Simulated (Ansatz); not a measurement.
Theory: DFT r2SCAN, scalar-relativistic, plane waves, PAW (Ansatz). Settings: cutoff 500 eV, Γ-centred meshes no coarser than 0.19 Å⁻¹ for metals and 0.3 Å⁻¹ for insulators (2π included), Gaussian smearing.

Temperature and zero-point effects are left out. The comparison covers the computed candidates alone. The k mesh leaves about 4 meV/atom of noise in metals. No run is spin-polarised.

3 distinct structures were compared, and only named types are asked about.

(1) Which is lower for SiNi2, the Ni2In or the cotunnite structure, and by how much?

Results:

(1) The cotunnite structure, by 50 meV/atom. It takes 10.7 Å³/atom against 10.6.